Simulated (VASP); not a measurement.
# Ta: relaxation of the atoms with PBEsol

Ta:

```
Ta
1.0
    -1.61950    1.61950    1.61950
     1.61950   -1.61950    1.61950
     1.61950    1.61950   -1.61950
Ta
1
Cartesian
  0.0000 0.0000 0.0000
```

The cell isn't the ideal one: a relaxed cell with its volume scaled by 0.96.

```
Program                : VASP 6.6.1
Task                   : relaxation of the atoms
Functional             : PBEsol
Potentials or basis    : VASP PAW PBE potentials, release 64 (Ta_pv)
Cutoff                 : 600 eV
k mesh                 : 16 × 16 × 16
Occupations            : methfessel-paxton, width 0.1 eV
Spin                   : no spin polarisation
Further INCAR settings : ALGO = Normal; EDIFF = 1e-07; IBRION = 2; EDIFFG = -0.01; NSW = 40
```

```json
{"Pressure after relaxing": "8.9 GPa", "Band gap on the k mesh": "none (metal or under the smearing width)"}
```

Final structure:
```
Ta
1.0
    -1.61950    1.61950    1.61950
     1.61950   -1.61950    1.61950
     1.61950    1.61950   -1.61950
Ta
1
Direct
  0.00000 0.00000 0.00000
```

Levels at points of the mesh, in eV from the Fermi level:
| k point | band 3 | band 4 | band 5 | band 6 | band 7 | band 8 |
| --- | --- | --- | --- | --- | --- | --- |
| (0.00, 0.00, 0.00) | -32.77 | -8.13 | 0.74 | 0.74 | 0.74 | 4.22 |
| (0.50, 0.00, 0.00) | -32.78 | -4.64 | -1.71 | 1.92 | 4.14 | 5.24 |
| (0.50, 0.50, 0.50) | -33.75 | -4.15 | -4.15 | 7.36 | 7.36 | 7.36 |

Run time: 7.3 s on 1 thread of Intel(R) Xeon(R) 6975P-C (Granite Rapids) (shared host), peak memory 0.16 GiB.

Caveat: the relaxation stopped at its first step, so nothing moved; the PAW data sets were made with another functional, which shifts forces and pressure a little. Spin-orbit coupling is left out, which matters for the levels of Ta.
